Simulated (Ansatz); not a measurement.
# In: how much relativity matters

What happens to In at a fixed cell under these changes: no relativity; spin-orbit coupling on; inner shells corrected to Dirac's equation?

Method: DFT, at the level named in each step, in Ansatz 0.2.0.

## Step 1: Starting point

It takes space group I4/mmm (No. 139, tetragonal). Conventional cell: a = 3.252 Å, b = 3.252 Å, c = 4.948 Å, α = 90.00°, β = 90.00°, γ = 90.00°. In (site symmetry 4/mmm) is surrounded by 12 In at 3.25 to 3.38 Å.

As a file:

```cif
data_structure
_symmetry_space_group_name_H-M 'I4/mmm'
_symmetry_Int_Tables_number 139
_cell_length_a 3.2523
_cell_length_b 3.2523
_cell_length_c 4.9479
_cell_angle_alpha 90.000
_cell_angle_beta 90.000
_cell_angle_gamma 90.000
_cell_volume 52.34
loop_
_atom_site_label
_atom_site_type_symbol
_atom_site_symmetry_multiplicity
_atom_site_Wyckoff_symbol
_atom_site_fract_x
_atom_site_fract_y
_atom_site_fract_z
_atom_site_occupancy
In1 In 2 a 0.00000 0.00000 0.00000 1
```

The file gives the conventional cell by its symmetry; the runs use the cell typed in the input.

The geometry is a database entry used as it stands. It may stem from high pressure or temperature, or be incomplete, so it serves as a test cell.

## Step 2: No relativity, LAPW

Contents of input.yaml:

```yaml
crystal:
  lattice:
    - [-1.62615, 1.62615, 2.47395]
    - [1.62615, -1.62615, 2.47395]
    - [1.62615, 1.62615, -2.47395]
  atoms:
    - { symbol: In, position: [0.0, 0.0, 0.0] }
kpoints:
  mp_grid: { grid: [12, 12, 14] }
  band_path:
    path:
      - [0.0, 0.0, 0.0]
      - [0.0, 0.0, 0.5]
      - [0.25, 0.25, 0.25]
      - [0.0, 0.5, 0.0]
      - [0.0, 0.0, 0.0]
      - [0.5, 0.5, -0.5]
      - [0.3580138334, 0.6419861666, -0.3580138334]
      - [-0.3580138334, 0.3580138334, 0.3580138334]
      - [0.0, 0.0, 0.0]
    npoints: 5
scf:
  occupations: { method: fermi_dirac, width: 0.05 }
hamiltonian:
  xc: pbe
  pseudopotentials:
    kind: all_electron
    lapw: { basis_error: 0.001 }
    relativity: none
output:
  forces: true
  stress: true
  eigenvalues: true
```

## Step 3: Spin-orbit coupling on, LAPW

Edit input.yaml of step 2 so:

```diff
@@ -25,6 +25,3 @@
   xc: pbe
-  pseudopotentials:
-    kind: all_electron
-    lapw: { basis_error: 0.001 }
-    relativity: none
+  pseudopotentials: { kind: all_electron, lapw: { basis_error: 0.001 } }
 output:
@@ -33 +30,4 @@
   eigenvalues: true
+magnetization:
+  noncollinear: true
+  spin_orbit: true
```

## Step 4: Spin-orbit coupling on, PAW

Edit input.yaml of step 3 so:

```diff
@@ -25,3 +25,3 @@
   xc: pbe
-  pseudopotentials: { kind: all_electron, lapw: { basis_error: 0.001 } }
+  pseudopotentials: { kind: paw_fr }
 output:
@@ -30,2 +30,3 @@
   eigenvalues: true
+  efg: { contact_densities: true }
 magnetization:
```

## Step 5: Inner shells corrected to Dirac's equation, LAPW

Contents of input.yaml:

```yaml
crystal:
  lattice:
    - [-1.62615, 1.62615, 2.47395]
    - [1.62615, -1.62615, 2.47395]
    - [1.62615, 1.62615, -2.47395]
  atoms:
    - { symbol: In, position: [0.0, 0.0, 0.0] }
kpoints:
  mp_grid: { grid: [12, 12, 14] }
scf:
  occupations: { method: fermi_dirac, width: 0.05 }
hamiltonian:
  xc: pbe
  pseudopotentials:
    kind: all_electron
    lapw: { basis_error: 0.001 }
    dirac_shells: { In: ["3p", "3d"] }
output:
  forces: true
  stress: true
  eigenvalues: true
```

(Steps that only read results are left out.)

Before running it: what results should come out? Wanted: pressure, no relativity, LAPW; pressure, spin-orbit coupling on, LAPW; pressure, inner shells corrected to Dirac's equation, LAPW.

The runs gave:

| quantity | value |
| --- | --- |
| pressure, no relativity, LAPW | 2.31 GPa |
| pressure, spin-orbit coupling on, LAPW | 1.97 GPa |
| pressure, inner shells corrected to Dirac's equation, LAPW | 2.05 GPa |

In words: Going from no relativity to the scalar-relativistic run with inner shells corrected to Dirac's equation moves the pressure by -0.26 GPa; the heaviest element has Z = 49. From that run, spin-orbit coupling moves the pressure by -0.08 GPa. With spin-orbit coupling, PAW lies less than 0.01 GPa from LAPW in pressure. The k mesh doesn't keep the crystal's whole symmetry, which leaves small spurious terms.
